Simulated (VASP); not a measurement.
# VASP 6.6.1, r²SCAN single-point calculation, CdTe (strained zincblende)

INCAR

```
METAGGA = R2SCAN
IBRION = -1
EDIFF = 1E-7
LWAVE = .FALSE.
ISMEAR = 0
NBANDS = 16
SIGMA = 0.01
ALGO = Normal
NSW = 0
ISIF = 2
LASPH = .TRUE.
ENCUT = 520
LREAL = .FALSE.
NELM = 120
PREC = Accurate
LCHARG = .FALSE.
```

KPOINTS

```
KPOINTS created by Atomic Simulation Environment
0
Gamma
6 6 6
0 0 0
```

KPOINTS_OPT

```
special points
6
Reciprocal
0.0000000000 0.0000000000 0.0000000000 1
-0.5000000000 -0.5000000000 0.0000000000 1
-0.3750000000 -0.3750000000 0.2500000000 1
-0.3750000000 0.0000000000 0.3750000000 1
0.0000000000 0.0000000000 0.5000000000 1
-0.5000000000 -0.2500000000 0.2500000000 1
```

POSCAR

```
Cd Te
 1.0000000000000000
     0.0000000000000000    3.2799551162000000    3.3783537696999999
     3.2799551162000000    0.0000000000000000    3.3783537696999999
     3.2799551162000000    3.2799551162000000    0.0000000000000000
 Cd  Te
   1   1
Cartesian
  0.0000000000000000  0.0000000000000000  0.0000000000000000
  1.6399775581000000  1.6399775581000000  1.6891768848500004
```

VASP ran with the recommended PBE PAW datasets (18 valence electrons in the cell).

Command

```
mpirun -np 1 vasp_std
```

OSZICAR

```
N       E                     dE             d eps       ncg     rms          rms(c)
DAV:   1     0.521222613992E+02    0.52122E+02   -0.83997E+03   992   0.986E+02
DAV:   2    -0.475417878301E+02   -0.99664E+02   -0.94735E+02  1136   0.234E+02
DAV:   3    -0.511971791471E+02   -0.36554E+01   -0.36503E+01  1160   0.462E+01
DAV:   4    -0.512249950919E+02   -0.27816E-01   -0.27814E-01  1456   0.371E+00
DAV:   5    -0.512252047201E+02   -0.20963E-03   -0.20963E-03  1224   0.235E-01    0.478E+00
DAV:   6    -0.466479356198E+02    0.45773E+01   -0.29121E+00   976   0.207E+01    0.640E+00
DAV:   7    -0.466164758951E+02    0.31460E-01   -0.11129E-01  1240   0.350E+00    0.425E+00
DAV:   8    -0.466286321544E+02   -0.12156E-01   -0.82912E-02  1128   0.295E+00    0.875E-01
DAV:   9    -0.466325616493E+02   -0.39295E-02   -0.76728E-03  1288   0.674E-01    0.349E-01
DAV:  10    -0.466323375750E+02    0.22407E-03   -0.21287E-03  1144   0.487E-01    0.640E-02
DAV:  11    -0.466323344167E+02    0.31583E-05   -0.11063E-04  1280   0.139E-01    0.445E-02
DAV:  12    -0.466323516933E+02   -0.17277E-04   -0.69176E-05  1160   0.101E-01    0.251E-02
DAV:  13    -0.466323460481E+02    0.56452E-05   -0.15690E-05  1168   0.508E-02    0.772E-03
DAV:  14    -0.466323463312E+02   -0.28314E-06   -0.40514E-07  1216   0.523E-03    0.598E-03
DAV:  15    -0.466323460592E+02    0.27199E-06   -0.99138E-08   808   0.405E-03    0.329E-03
DAV:  16    -0.466323460879E+02   -0.28707E-07   -0.11025E-07   800   0.390E-03
   1 F= -.46632346E+02 E0= -.46632346E+02  d E =-.162511E-17
       N       E                     dE             ncg
DAV:   1     0.698578012055E+03   -0.24237E+04      192
DAV:   2     0.701221833446E+02   -0.62846E+03      240
DAV:   3     0.484882812734E+02   -0.21634E+02      256
DAV:   4     0.483216732646E+02   -0.16661E+00      272
DAV:   5     0.483206062358E+02   -0.10670E-02      272
DAV:   6     0.483205719317E+02   -0.34304E-04      256
DAV:   7     0.483205707721E+02   -0.11596E-05      240
DAV:   8     0.483205707262E+02   -0.45958E-07      216
```

From OUTCAR

```
k-points           NKPTS =     30   k-points in BZ     NKDIM =     30   number of bands    NBANDS=     16

   NELECT =      18.0000    total number of electrons

   dimension x,y,z NGX =    36 NGY =   36 NGZ =   36
   dimension x,y,z NGXF=    72 NGYF=   72 NGZF=   72

  energy-cutoff  :      520.00
  volume of cell :       72.69
      direct lattice vectors                 reciprocal lattice vectors
     0.000000000  3.279955116  3.378353770    -0.152441110  0.152441110  0.148001078
     3.279955116  0.000000000  3.378353770     0.152441110 -0.152441110  0.148001078
     3.279955116  3.279955116  0.000000000     0.152441110  0.152441110 -0.148001078

 k-points in reciprocal lattice and weights: KPOINTS created by Atomic Simulation Env
   0.00000000  0.00000000  0.00000000       0.005
   0.16666667  0.00000000  0.00000000       0.037
   0.33333333  0.00000000  0.00000000       0.037
   0.50000000  0.00000000  0.00000000       0.019
   0.16666667  0.16666667  0.00000000       0.009
   0.33333333  0.16666667  0.00000000       0.037
   0.50000000  0.16666667  0.00000000       0.037
  -0.33333333  0.16666667  0.00000000       0.037
   ...

 E-fermi :   1.6120

 k-point     1 :       0.0000    0.0000    0.0000
  band No.  band energies     occupation
      1      -9.6315      2.00000
      2      -6.8433      2.00000
      3      -6.8357      2.00000
      4      -6.8357      2.00000
      5      -6.6043      2.00000
      6      -6.6034      2.00000
      7       1.4566      2.00000
      8       1.5562      2.00000
      9       1.5562      2.00000
     10       2.5779      0.00000
     11       6.5929      0.00000
     12       6.5929      0.00000
     13       6.6082      0.00000
     14       9.3269      0.00000
     15      11.0148      0.00000
     16      11.4401      0.00000

 k-point     2 :       0.1667    0.0000    0.0000
  band No.  band energies     occupation
      1      -9.5432      2.00000
      2      -6.8248      2.00000
      3      -6.8193      2.00000
      4      -6.7549      2.00000
      5      -6.6049      2.00000
      6      -6.6040      2.00000
      7      -0.0720      2.00000
      8       1.2793      2.00000
      9       1.3666      2.00000
     10       3.6289      0.00000
     11       6.5954      0.00000
     12       6.9231      0.00000
     13       6.9250      0.00000
     14      10.1951      0.00000
     15      10.4380      0.00000
     16      10.5172      0.00000

 k-point     3 :       0.3333    0.0000    0.0000
  band No.  band energies     occupation
      1      -9.3682      2.00000
      2      -6.7967      2.00000
      3      -6.7903      2.00000
      4      -6.6034      2.00000
      5      -6.6000      2.00000
      6      -6.4932      2.00000
      7      -1.8219      2.00000
      8       0.9174      2.00000
      9       1.0415      2.00000
     10       3.7726      0.00000
     11       7.1046      0.00000
     12       7.2390      0.00000
     13       8.0307      0.00000
     14       9.9883      0.00000
     15      10.8025      0.00000
     16      10.8453      0.00000

 k-point     4 :       0.5000    0.0000    0.0000
  band No.  band energies     occupation
      1      -9.2831      2.00000
      2      -6.7855      2.00000
      3      -6.7784      2.00000
      4      -6.5997      2.00000
      5      -6.5933      2.00000
      6      -6.2809      2.00000
      7      -2.5980      2.00000
      8       0.7581      2.00000
      9       0.8984      2.00000
     10       3.6702      0.00000
     11       7.0577      0.00000
     12       7.2178      0.00000
     13       8.8621      0.00000
     14      10.4860      0.00000
     15      12.1538      0.00000
     16      12.3181      0.00000

 k-point     5 :       0.1667    0.1667    0.0000
  band No.  band energies     occupation
      1      -9.5175      2.00000
      2      -6.8031      2.00000
      3      -6.8031      2.00000
      4      -6.7561      2.00000
      5      -6.6129      2.00000
      6      -6.5975      2.00000
      7      -0.1458      2.00000
      8       1.0368      2.00000
      9       1.0368      2.00000
     10       4.1846      0.00000
     11       5.7428      0.00000
     12       7.4908      0.00000
     13       7.4908      0.00000
     14       8.9612      0.00000
     15      10.9628      0.00000
     16      11.6745      0.00000

 k-point     6 :       0.3333    0.1667    0.0000
  band No.  band energies     occupation
      1      -9.3738      2.00000
      2      -6.7830      2.00000
      3      -6.7713      2.00000
      4      -6.6340      2.00000
      5      -6.5939      2.00000
      6      -6.5341      2.00000
      7      -1.4289      2.00000
      8       0.5106      2.00000
      9       0.6794      2.00000
     10       4.6738      0.00000
     11       6.0126      0.00000
     12       7.5861      0.00000
     13       8.0813      0.00000
     14       9.7115      0.00000
     15      11.6705      0.00000
     16      11.7049      0.00000

 k-point     7 :       0.5000    0.1667    0.0000
  band No.  band energies     occupation
      1      -9.2597      2.00000
      2      -6.7709      2.00000
      3      -6.7570      2.00000
      4      -6.6117      2.00000
      5      -6.5966      2.00000
      6      -6.2633      2.00000
      7      -2.4122      2.00000
      8      -0.0213      2.00000
      9       0.6130      2.00000
     10       4.6313      0.00000
     11       6.5696      0.00000
     12       7.9315      0.00000
     13       8.5043      0.00000
     14      10.6886      0.00000
     15      11.8483      0.00000
     16      12.2705      0.00000

 k-point     8 :      -0.3333    0.1667    0.0000
  band No.  band energies     occupation
      1      -9.2842      2.00000
      2      -6.7726      2.00000
      3      -6.7697      2.00000
      4      -6.6085      2.00000
      5      -6.6036      2.00000
      6      -6.3226      2.00000
      7      -2.1750      2.00000
      8      -0.1505      2.00000
      9       0.8818      2.00000
     10       4.6604      0.00000
     11       6.8483      0.00000
     12       7.6174      0.00000
     13       8.0865      0.00000
     14      10.4246      0.00000
     15      11.0889      0.00000
     16      12.3472      0.00000

 k-point     9 :      -0.1667    0.1667    0.0000
  band No.  band energies     occupation
      1      -9.4245      2.00000
      2      -6.8010      2.00000
      3      -6.7938      2.00000
      4      -6.6414      2.00000
      5      -6.6123      2.00000
      6      -6.5669      2.00000
      7      -1.0194      2.00000
      8       0.3553      2.00000
      9       1.2716      2.00000
     10       4.4335      0.00000
     11       6.4877      0.00000
     12       7.1526      0.00000
     13       7.4750      0.00000
     14       9.7339      0.00000
     15      10.9733      0.00000
     16      11.5679      0.00000

 k-point    10 :       0.3333    0.3333    0.0000
  band No.  band energies     occupation
      1      -9.2933      2.00000
      2      -6.7336      2.00000
      3      -6.7336      2.00000
      4      -6.6663      2.00000
      5      -6.5858      2.00000
      6      -6.4326      2.00000
      7      -1.8292      2.00000
      8       0.2444      2.00000
      9       0.2444      2.00000
     10       4.7482      0.00000
     11       5.0363      0.00000
     12       9.0713      0.00000
     13       9.4087      0.00000
     14       9.4087      0.00000
     15      12.3113      0.00000
     16      13.6530      0.00000

 k-point    11 :       0.5000    0.3333    0.0000
  band No.  band energies     occupation
      1      -9.2112      2.00000
      2      -6.7296      2.00000
      3      -6.7155      2.00000
      4      -6.6508      2.00000
      5      -6.5873      2.00000
      6      -6.2151      2.00000
      7      -2.3808      2.00000
      8      -0.4017      2.00000
      9       0.1283      2.00000
     10       4.8086      0.00000
     11       5.6556      0.00000
     12       8.8114      0.00000
     13       9.6272      0.00000
     14      10.8520      0.00000
     15      12.6144      0.00000
     16      13.2410      0.00000

 k-point    12 :      -0.3333    0.3333    0.0000
  band No.  band energies     occupation
      1      -9.2078      2.00000
      2      -6.7479      2.00000
      3      -6.7316      2.00000
      4      -6.6214      2.00000
      5      -6.6015      2.00000
      6      -6.1526      2.00000
      7      -2.3670      2.00000
      8      -0.8929      2.00000
      9       0.4132      2.00000
     10       5.0152      0.00000
     11       6.9174      0.00000
     12       8.7401      0.00000
     13       8.7723      0.00000
     14       9.5648      0.00000
     15      10.9791      0.00000
     16      13.8192      0.00000

 ...

  Total       -0.3983360     -0.3983360     -0.6504249      0.0000000     -0.0000000     -0.0000000
  in kB       -8.7798937     -8.7798937    -14.3362924      0.0000000     -0.0000000     -0.0000000
  external PRESSURE =     -10.6320266 kB  Pullay stress =       0.0000000 kB

 POSITION                                       TOTAL-FORCE (eV/Angst)
 -----------------------------------------------------------------------------------
      0.00000      0.00000      0.00000        -0.000000     -0.000000      0.000000
      1.63998      1.63998      1.68918         0.000000      0.000000     -0.000000
 -----------------------------------------------------------------------------------
    total drift:                               -0.000002     -0.000002      0.000000

  FREE ENERGIE OF THE ION-ELECTRON SYSTEM (eV)
  ---------------------------------------------------
  free  energy   TOTEN  =       -46.6323460879 eV

  energy  without entropy=      -46.6323460879  energy(sigma->0) =      -46.63234609
```

* gap between bands v and c: 1.02 eV
* least direct gap: 1.02 eV
* pressure: -1.1 GPa

Band v is the last that the valence electrons fill when counted band by band, and c is the next.

The run took about 1.9 min on one core of a shared host (Intel Xeon Platinum 8488C) and held 0.23 GiB at most.
